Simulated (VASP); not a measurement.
# AlN (F-43m) in VASP: notebook

The runs below take AlN through single point, with PBE.

Program: VASP 6.6.1. These are calculated values, not measurements. Logs are shortened: lines on timing, memory, paths and dates and some standing lists are left out, and cuts for length are marked.

### 1 The crystal as given

The structure is cubic, space group F-43m (No. 216). Conventional cell: a = 4.368 Å, b = 4.368 Å, c = 4.368 Å, α = 90.00°, β = 90.00°, γ = 90.00°. Al (site symmetry -43m) has 4 N at 1.89 Å as nearest neighbours. N (site symmetry -43m) has 4 Al at 1.89 Å as nearest neighbours.

Measurements of this composition are mostly on another form, of space group No. 186.

### 2 Single point, PBE

File INCAR:

```
PREC     = Accurate       # precision mode
ENCUT    = 520            # plane-wave cutoff, eV
EDIFF    = 1E-7           # SCF threshold, eV
ISMEAR   = 0              # smearing method
SIGMA    = 0.02           # smearing width, eV
LREAL    = False          # projectors in reciprocal space
LASPH    = True           # aspherical terms in the spheres
NELM     = 60             # most SCF steps
ALGO     = Normal         # electronic algorithm
ISIF     = 2              # what is computed and relaxed
LWAVE    = False          # write WAVECAR
LCHARG   = False          # write CHGCAR
GGA      = PE             # functional
```

File KPOINTS:

```
regular mesh
0
Gamma
  8 8 8
```

File POSCAR:

```
AlN
1.0
    0.0000000000      2.1839935600      2.1839935600
    2.1839935600      0.0000000000      2.1839935600
    2.1839935600      2.1839935600      0.0000000000
Al N
1 1
Direct
    0.0000000000      0.0000000000      0.0000000000
    0.7500000000      0.7500000000      0.7500000000
```

Potentials or basis: VASP PAW PBE potentials, release 64 (Al, N).

Command:

```console
cat potpaw_PBE.64/Al/POTCAR potpaw_PBE.64/N/POTCAR > POTCAR
mpirun -np 1 vasp_std > vasp.out
```

OUTCAR:

```text
PREC = Accurate
   ENCUT = 520
   EDIFF = 1E-7
   ISMEAR = 0
   LREAL = False
   LASPH = True
   NELM = 60
   ISIF = 2
   GGA = PE

 ion  position               nearest neighbor table
   1  0.000  0.000  0.000-   2 1.89   2 1.89   2 1.89   2 1.89
   2  0.750  0.750  0.750-   1 1.89   1 1.89   1 1.89   1 1.89

  LATTYP: Found a face centered cubic cell.
 ALAT       =     4.3679871200

  Lattice vectors:

 A1 = (   0.0000000000,   2.1839935600,   2.1839935600)
 A2 = (   2.1839935600,   0.0000000000,   2.1839935600)
 A3 = (   2.1839935600,   2.1839935600,   0.0000000000)

Analysis of symmetry for initial positions (statically):
=====================================================================
 Subroutine PRICEL returns:
 Original cell was already a primitive cell.

 Routine SETGRP: Setting up the symmetry group for a
 face centered cubic supercell.

 Subroutine GETGRP returns: Found 24 space group operations
 (whereof 24 operations were pure point group operations)
 out of a pool of 48 trial point group operations.

The static configuration has the point symmetry T_d .

Analysis of symmetry for dynamics (positions and initial velocities):
=====================================================================
 Subroutine PRICEL returns:
 Original cell was already a primitive cell.

 Routine SETGRP: Setting up the symmetry group for a
 face centered cubic supercell.

 Subroutine GETGRP returns: Found 24 space group operations
 (whereof 24 operations were pure point group operations)
 out of a pool of 48 trial point group operations.

The dynamic configuration has the point symmetry T_d .

 Subroutine INISYM returns: Found 24 space group operations
 (whereof 24 operations are pure point group operations),
 and found     1 'primitive' translations

----------------------------------------------------------------------------------------

                                     Primitive cell

  volume of cell :      20.8345

  direct lattice vectors                    reciprocal lattice vectors
     0.000000000  2.183993560  2.183993560    -0.228938404  0.228938404  0.228938404
     2.183993560  0.000000000  2.183993560     0.228938404 -0.228938404  0.228938404
     2.183993560  2.183993560  0.000000000     0.228938404  0.228938404 -0.228938404

  length of vectors
     3.088633313  3.088633313  3.088633313     0.396532948  0.396532948  0.396532948

  position of ions in fractional coordinates (direct lattice)
     0.000000000  0.000000000  0.000000000
     0.750000000  0.750000000  0.750000000

  ion indices of the primitive-cell ions
   primitive index   ion index
                 1           1
                 2           2

----------------------------------------------------------------------------------------

 KPOINTS: regular mesh

Automatic generation of k-mesh.
 Grid dimensions read from file:
 generate k-points for:    8    8    8

 Generating k-lattice:

  Cartesian coordinates                     Fractional coordinates (reciprocal lattice)
    -0.028617301  0.028617301  0.028617301     0.125000000  0.000000000  0.000000000
     0.028617301 -0.028617301  0.028617301     0.000000000  0.125000000  0.000000000
     0.028617301  0.028617301 -0.028617301     0.000000000  0.000000000  0.125000000

  Length of vectors
     0.049566618  0.049566618  0.049566618

  Shift w.r.t. Gamma in fractional coordinates (k-lattice)
     0.000000000  0.000000000  0.000000000

 Subroutine IBZKPT returns following result:
 ===========================================

 Found     29 irreducible k-points:

 Following reciprocal coordinates:
            Coordinates               Weight
  0.000000  0.000000  0.000000      1.000000
  0.125000  0.000000  0.000000      8.000000
  0.250000  0.000000  0.000000      8.000000
  0.375000  0.000000  0.000000      8.000000
  0.500000  0.000000  0.000000      4.000000
  0.125000  0.125000  0.000000      6.000000
[... 16 lines left out ...]
  0.500000  0.250000  0.125000     48.000000
 -0.375000  0.250000  0.125000     24.000000
 [... further k-points ...]
   k-points           NKPTS =     29   k-points in BZ     NKDIM =     29   number of bands    NBANDS=      8
   number of dos      NEDOS =    301   number of ions     NIONS =      2
   total plane-waves  NPLWV =  13824
   dimension x,y,z NGX =    24 NGY =   24 NGZ =   24
   dimension x,y,z NGXF=    48 NGYF=   48 NGZF=   48
   ions per type =               1   1
   NGX,Y,Z   is equivalent  to a cutoff of  12.92, 12.92, 12.92 a.u.
   NGXF,Y,Z  is equivalent  to a cutoff of  25.84, 25.84, 25.84 a.u.
 SYSTEM =  unknown system
   PREC   = accura    normal or accurate (medium, high low for compatibility)
   ISTART =      0    job   : 0-new  1-cont  2-samecut
   ICHARG =      2    charge: 1-file 2-atom 10-const
   ISPIN  =      1    spin polarized calculation?
   LNONCOLLINEAR =      F non collinear calculations
   LSORBIT =      F    spin-orbit coupling
   LASPH  =      T    aspherical Exc in radial PAW
   ENCUT  =  520.0 eV  38.22 Ry    6.18 a.u.   5.74  5.74  5.74*2*pi/ulx,y,z
   NELM   =     60;   NELMIN=  2; NELMDL= -5     # of ELM steps
   EDIFF  = 0.1E-06   stopping-criterion for ELM
   LREAL  =      F    real-space projection
   EDIFFG = 0.1E-05   stopping-criterion for IOM
   NSW    =      0    number of steps for IOM
   IBRION =     -1    ionic relax: 0-MD 1-quasi-New 2-CG
   NFREE  =      0    steps in history (QN), initial steepest desc. (CG)
   ISIF   =      2    stress and relaxation
   ISYM   =      2    0-nonsym 1-usesym 2-fastsym
   POTIM  = 0.5000    time-step for ionic-motion
   TEBEG  =    0.0;   TEEND  =   0.0 temperature during run
   PSTRESS=    0.0 pullay stress
   NELECT =       8.0000    total number of electrons
   NUPDOWN=      -1.0000    fix difference up-down
   EMIN   =  10.00;   EMAX   =-10.00  energy-range for DOS
   EFERMI =   0.00;   METHOD = LEGACY
   ISMEAR =     0;   SIGMA  =   0.02  broadening in eV -4-tet -1-fermi 0-gaus
   EFERMI_NEDOS =   21; number of points for ismear=-14 and -15
   IALGO  =     38    algorithm
   IMIX   =      4    mixing-type and parameters
     AMIX     =   0.40;   BMIX     =  1.00
     AMIX_MAG =   1.60;   BMIX_MAG =  1.00
  volume/ion in A,a.u.               =      10.42        70.30
  Fermi-wavevector in a.u.,A,eV,Ry     =   1.189899  2.248583 19.263943  1.415860
  Thomas-Fermi vector in A             =   2.325996
   LORBIT       =      0    0 simple, 1 ext, 2 COOP (PROOUT), +10 PAW based schemes
   GGA     = PE    functional components
   LHFCALC =     F    Hartree Fock is set to
   AEXX    =    0.0000 exact exchange contribution
   IVDW    =     0    specifies the selected vdW correction
   LEPSILON=     F    determine dielectric tensor
   LRPA    =     F    only Hartree local field effects (RPA)
 non-spin polarized calculation
 Gauss-broadening in eV      SIGMA  =   0.02
  energy-cutoff  :      520.00
  volume of cell :       20.83
 maximum number of plane-waves:       568
   NGX = 11   NGY = 11   NGZ = 11

 number of electron       8.0000000 magnetization

 Free energy of the ion-electron system (eV)
  ---------------------------------------------------
  ext. energy  EPLUGINS =         0.00000000
  ---------------------------------------------------
  free energy    TOTEN  =       -14.84033718 eV

  energy without entropy =      -14.84033718  energy(sigma->0) =      -14.84033718

 E-fermi :   6.1353     XC(G=0): -10.9336

 val. band max:        5.9699484745   @ k =   0.0000   0.0000   0.0000
 cond. band min:       9.2878794668   @ k =   0.5000   0.5000   0.0000
 fundamental gap:      3.3179309923
 Fermi energy:         6.1353290576

 k-point     1 :       0.0000    0.0000    0.0000
  band No.  band energies     occupation
      1      -9.0107      2.00000
      2       5.9699      2.00000
      3       5.9699      2.00000
      4       5.9699      2.00000
      5      10.1660      0.00000
      6      18.5304      0.00000
      7      18.5304      0.00000
      8      18.5304      0.00000

 k-point     2 :       0.1250    0.0000    0.0000
  band No.  band energies     occupation
      1      -8.7837      2.00000
      2       4.7905      2.00000
      3       5.8914      2.00000
      4       5.8914      2.00000
      5      11.1077      0.00000
      6      17.9572      0.00000
      7      18.7029      0.00000
      8      18.7029      0.00000

 k-point     3 :       0.2500    0.0000    0.0000
  band No.  band energies     occupation
      1      -8.1604      2.00000
      2       2.7106      2.00000
      3       5.7145      2.00000
      4       5.7145      2.00000
      5      12.4263      0.00000
      6      16.9407      0.00000
      7      18.2971      0.00000
      8      18.2971      0.00000

 k-point     4 :       0.3750    0.0000    0.0000
  band No.  band energies     occupation
      1      -7.3726      2.00000
      2       0.8906      2.00000
      3       5.5532      2.00000
      4       5.5532      2.00000
      5      13.1502      0.00000
      6      16.1486      0.00000
      7      17.4550      0.00000
      8      17.4550      0.00000

 k-point     5 :       0.5000    0.0000    0.0000
  band No.  band energies     occupation
      1      -6.9626      2.00000
      2       0.1163      2.00000
      3       5.4903      2.00000
      4       5.4903      2.00000
      5      13.3497      0.00000
      6      15.8347      0.00000
      7      17.1168      0.00000
      8      17.1168      0.00000

 k-point     6 :       0.1250    0.1250    0.0000
  band No.  band energies     occupation
      1      -8.7084      2.00000
      2       4.8374      2.00000
      3       5.6587      2.00000
      4       5.6587      2.00000
      5      11.3650      0.00000
      6      17.6287      0.00000
      7      18.9594      0.00000
      8      18.9594      0.00000

 k-point     7 :       0.2500    0.1250    0.0000
  band No.  band energies     occupation
      1      -8.2170      2.00000
      2       3.3127      2.00000
      3       5.3854      2.00000
      4       5.4712      2.00000
      5      12.3441      0.00000
      6      16.9123      0.00000
      7      17.7226      0.00000
      8      19.0847      0.00000
[... 133 lines left out ...]
 k-point    20 :      -0.3750    0.3750    0.0000
  band No.  band energies     occupation
      1      -6.3449      2.00000
      2       1.7156      2.00000
      3       2.3379      2.00000
      4       4.5998      2.00000
      5      11.1340      0.00000
      6      16.0771      0.00000
      7      19.0482      0.00000
      8      20.1451      0.00000

 k-point    21 :       0.5000    0.5000    0.0000
  band No.  band energies     occupation
      1      -6.3272      2.00000
      2       1.0681      2.00000
      3       4.1965      2.00000
      4       4.1965      2.00000
      5       9.2879      0.00000
      6      14.5852      0.00000
      7      19.9277      0.00000
      8      21.7037      0.00000

 k-point    22 :       0.3750    0.2500    0.1250
  band No.  band energies     occupation
      1      -7.6593      2.00000
      2       2.4071      2.00000
      3       4.4937      2.00000
      4       5.3681      2.00000
      5      12.7796      0.00000
      6      16.4960      0.00000
      7      16.8260      0.00000
      8      19.2536      0.00000

 k-point    23 :       0.5000    0.2500    0.1250
  band No.  band energies     occupation
      1      -6.9801      2.00000
      2       1.3491      2.00000
      3       3.9017      2.00000
      4       5.0402      2.00000
      5      13.0156      0.00000
      6      15.6103      0.00000
      7      17.5053      0.00000
      8      18.8561      0.00000

 k-point    24 :      -0.3750    0.2500    0.1250
  band No.  band energies     occupation
      1      -6.6428      2.00000
      2       0.8304      2.00000
      3       3.7475      2.00000
      4       4.8537      2.00000
      5      13.0720      0.00000
      6      15.2249      0.00000
      7      18.1417      0.00000
      8      18.6561      0.00000

 [... further k-points ...]

------------------------ aborting loop because EDIFF is reached ----------------------------------------

  FORCE on cell =-STRESS in cart. coord.  units (eV):
  Direction    XX          YY          ZZ          XY          YZ          ZX
  --------------------------------------------------------------------------------------
  -------------------------------------------------------------------------------------
  Total        0.5980641      0.5980641      0.5980641     -0.0000000      0.0000000     -0.0000000
  in kB       45.9911503     45.9911503     45.9911503     -0.0000000      0.0000000     -0.0000000
  external PRESSURE =      45.9911503 kB  Pullay stress =       0.0000000 kB

 VOLUME and BASIS-vectors are now :
 -----------------------------------------------------------------------------
  energy-cutoff  :      520.00
  volume of cell :       20.83
      direct lattice vectors                 reciprocal lattice vectors
     0.000000000  2.183993560  2.183993560    -0.228938404  0.228938404  0.228938404
     2.183993560  0.000000000  2.183993560     0.228938404 -0.228938404  0.228938404
     2.183993560  2.183993560  0.000000000     0.228938404  0.228938404 -0.228938404

 POSITION                                       TOTAL-FORCE (eV/Angst)
 -----------------------------------------------------------------------------------
      0.00000      0.00000      0.00000         0.000000      0.000000      0.000000
      3.27599      3.27599      3.27599        -0.000000     -0.000000     -0.000000
 -----------------------------------------------------------------------------------
    total drift:                               -0.000000     -0.000000     -0.000000

  FREE ENERGIE OF THE ION-ELECTRON SYSTEM (eV)
  ---------------------------------------------------
  free  energy   TOTEN  =       -14.8403371770 eV

  energy  without entropy=      -14.8403371770  energy(sigma->0) =      -14.84033718
```

Wall time 7.5 s (1 thread of Intel Xeon Platinum 8488C (Sapphire Rapids), shared host); peak memory 0.12 GiB.

What came out:

| Quantity | Value |
| --- | --- |
| Free energy | -14.8403 eV |
| Pressure | 4.6 GPa |
| Band gap on the k mesh | 3.32 eV, indirect (least direct gap 4.20 eV) |

A k mesh can miss the band edges. As with any semilocal functional, this PBE gap is likely too small.

### 3 Single point, PBE

INCAR is that of step 2.

File KPOINTS:

```
regular mesh
0
Gamma
  10 10 10
```

POSCAR is that of step 2.

Potentials or basis: VASP PAW PBE potentials, release 64 (Al, N).

Command:

```console
cat potpaw_PBE.64/Al/POTCAR potpaw_PBE.64/N/POTCAR > POTCAR
mpirun -np 1 vasp_std > vasp.out
```

It used 3.9 s of CPU time on 1 thread of Intel(R) Xeon(R) Platinum 8488C (Sapphire Rapids), on a shared host, which was overloaded at the time.

The run converged. Its results:

```yaml
Free_energy: -14.8404 eV
Pressure: 4.6 GPa
Band_gap_on_the_k_mesh: 3.32 eV, indirect (least direct gap 4.20 eV)
```

Levels at points of the mesh, in eV from the valence-band top:
| k point | band 1 | band 2 | band 3 | band 4 | band 5 | band 6 | band 7 | band 8 |
| --- | --- | --- | --- | --- | --- | --- | --- | --- |
| (0.00, 0.00, 0.00) | -14.98 | 0.00 | 0.00 | 0.00 | 4.20 | 12.56 | 12.56 | 12.56 |
| (0.50, 0.00, 0.00) | -12.93 | -5.85 | -0.48 | -0.48 | 7.38 | 9.86 | 11.15 | 11.15 |
| (0.50, 0.50, 0.00) | -12.30 | -4.90 | -1.77 | -1.77 | 3.32 | 8.62 | 13.96 | 15.73 |

### 4 Single point, PBE

INCAR is that of step 3.

File KPOINTS:

```
regular mesh
0
Gamma
  14 14 14
```

POSCAR is that of step 3.

Command:

```console
cat potpaw_PBE.64/Al/POTCAR potpaw_PBE.64/N/POTCAR > POTCAR
mpirun -np 1 vasp_std > vasp.out
```

It took 14 s on 1 thread of Intel Xeon Platinum 8488C (Sapphire Rapids), shared host; peak memory 0.14 GiB.

The run converged. Its results:

```
Free energy            : -14.8405 eV
Pressure               : 4.6 GPa
Band gap on the k mesh : 3.32 eV, indirect (least direct gap 4.20 eV)
```

Levels at points of the mesh, in eV from the valence-band top:
```csv
k point,band 1,band 2,band 3,band 4,band 5,band 6,band 7,band 8
"(0.00, 0.00, 0.00)",-14.98,0.00,0.00,0.00,4.20,12.56,12.56,12.56
"(0.50, 0.00, 0.00)",-12.93,-5.85,-0.48,-0.48,7.38,9.86,11.15,11.15
"(0.50, 0.50, 0.00)",-12.30,-4.90,-1.77,-1.77,3.32,8.62,13.96,15.73
```

### 5 Summary

```tsv
k mesh	gap on the mesh (eV)	pressure (GPa)
8 × 8 × 8	3.32	4.6
10 × 10 × 10	3.32	4.6
14 × 14 × 14	3.32	4.6
```

Alike in all rows: task single point; level PBE; potentials or basis VASP PAW PBE potentials, release 64 (Al, N); no spin polarisation; cell as given; cutoff (eV) 520; smearing gaussian 0.02 eV.

On the cell as given the gap runs from 3.32 eV (PBE) to 3.32 eV (PBE); the meshes differ, which moves gaps too.

Absolute energies hang on the potentials; compare differences alone.
